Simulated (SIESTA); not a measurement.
# SiC (Moissanite) under changes of volume

One of the cells (10.548 Å³/atom); the others are scaled copies at fixed shape and fractional positions:

```
CELL_PARAMETERS angstrom
3.09637 0.00000 0.00000
-1.54819 2.68154 0.00000
0.00000 0.00000 5.08143
ATOMIC_POSITIONS crystal
Si 0.66667 0.33333 0.50000
Si 0.33333 0.66667 0.00000
C 0.66667 0.33333 0.88500
C 0.33333 0.66667 0.38500
```

```yaml
Program: SIESTA 5.4.2
Functional: PBEsol
Potentials_or_basis: PseudoDojo 0.4 standard (PBEsol files)
Basis: DZP (energy shift 0.003 Ry)
Grid_cutoff: 500 Ry
Energy_shift: 0.003 Ry
k_mesh: 10 × 10 × 5
Occupations: fermi-dirac, width 0.05 eV
Spin: no spin polarisation
```

| volume (Å³/atom) | energy over the lowest point (meV/atom) | pressure (GPa) | gap on the mesh (eV) | largest force (eV/Å) |
| --- | --- | --- | --- | --- |
| 9.721 | ? | ? | ? | ? |
| 9.927 | 23.20 | 13.7 | 2.21 | 0.907 |
| 10.134 | 9.04 | 8.3 | 2.25 | 0.870 |
| 10.548 | 0.00 | -1.0 | 2.31 | 0.801 |
| 10.755 | 3.94 | -5.0 | 2.33 | 0.769 |
| 10.961 | 12.83 | -8.7 | 2.30 | 0.738 |

Question: What does the run at 9.721 Å³/atom give?

Answer: Energy over the lowest point 44.71 meV/atom; pressure 19.7 GPa; gap on the mesh 2.18 eV; largest force 0.945 eV/Å.

Worked out: A Birch-Murnaghan fit of order 3 (a polynomial in V^(-2/3)) to the other rows has its minimum at 10.50 Å³/atom with B0 = V·E''(V) = 220 GPa and B' = 3.8 at fixed shape and positions, which overstates the stiffness. It gives 44.52 meV/atom at 9.721 Å³/atom, against the run's 44.71, and -dE/dV = 19.6 GPa, against 19.7. A parabola through the other rows of the gap, of slope 3.78 eV per unit of ln V there, extrapolates to 2.13 eV, against the run's 2.18.

Energies are extrapolated to zero smearing.

Caveats: an odd mesh through Γ misses points on the zone boundary, where band edges often lie; the basis of atomic orbitals isn't converged, which shifts pressures, moduli and gaps.
